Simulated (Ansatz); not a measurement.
## Cold compression of Ni (hcp type)

```yaml
crystal:
  lattice:
    - [2.48864, 0.00000, 0.00000]
    - [-1.24432, 2.15523, 0.00000]
    - [0.00000, 0.00000, 4.07940]
  atoms:
    - { symbol: Ni, position: [0.33333, 0.66667, 0.25000] }
    - { symbol: Ni, position: [0.66667, 0.33333, 0.75000] }
```

The cell comes from a relaxation on PAW files under the same functional, begun from a prototype that needn't be the stable phase.

Its volume is scaled, and at each volume shape and atoms are relaxed on PAW files; all methods then take that cell.

Computed with Ansatz 0.2.0; functional PBE, scalar-relativistic. Settings: a Γ-centred 17×17×10 k mesh, Fermi–Dirac smearing of 0.08 eV, spin-polarised from start moments Ni1 1, Ni2 1 μB. Methods: LAPW: all electrons, basis error target 1 meV/atom; PAW: frozen-core files, cutoff 420 eV; crystal datasets: all electrons, by PAW datasets that the program makes for each cell; PAW (core large): files with a larger core, cutoff 420 eV.

Energies are extrapolated to zero smearing and count from the unscaled cell; pressure is positive in compression; gaps take the mesh and a band path. No temperature or zero-point motion is included.

The magnetic state is the one reached from the start moments; other orders weren't searched.

```
V/V0  V (Å³/atom)  P LAPW (GPa)  ΔE LAPW (eV/atom)  P PAW − LAPW (GPa)  ΔE PAW − LAPW (meV/atom)  moment (μB/cell)  space group  shortest distance (Å)
1.00        10.94         -0.03              0.000                0.03                       0.0              1.30     P6_3/mmc                  2.489
0.92        10.06         19.96              0.049                0.04                       0.2              1.25     P6_3/mmc                  2.420
0.84         9.19          52.0              0.237                0.04                       0.4              1.18     P6_3/mmc                      ?
0.76         8.31         104.2              0.650               -0.02                       0.5              1.09     P6_3/mmc                  2.270
0.68         7.44         190.9              1.434               -0.19                       0.0              1.01     P6_3/mmc                  2.187
0.60         6.56         339.5              2.844               -0.40                      -1.6              0.91     P6_3/mmc                  2.098
0.52         5.69         604.9              5.352               -0.32                      -3.7              0.66     P6_3/mmc                  1.999
0.45         4.92          1025              9.150               -0.20                      -4.8              0.00     P6_3/mmc                  1.904
```

Question: Give the missing entry: row "0.84", column "shortest distance (Å)".

Answer: 2.348.

Question: At the smallest volume, how far do crystal datasets and PAW (core large) lie from LAPW in pressure?

Answer: crystal datasets: 0.00 GPa; PAW (core large): -0.20 GPa, on a LAPW pressure of 1025 GPa.

Question: How do the Löwdin populations by LAPW change from the unscaled cell to the last row?

Answer: Ni 3s 1.99 → 1.94, Ni 4s 0.99 → 0.86, Ni 3d 8.81 → 9.04 electrons an atom. These are projections on the shells that the free atoms fill; 0.43 e a cell lies outside them at the start and 0.33 e at the end.

Question: Where is the magnetism lost?

Answer: By V/V0 = 0.45 (1025 GPa) the moment has died away, since the bands widen under compression.
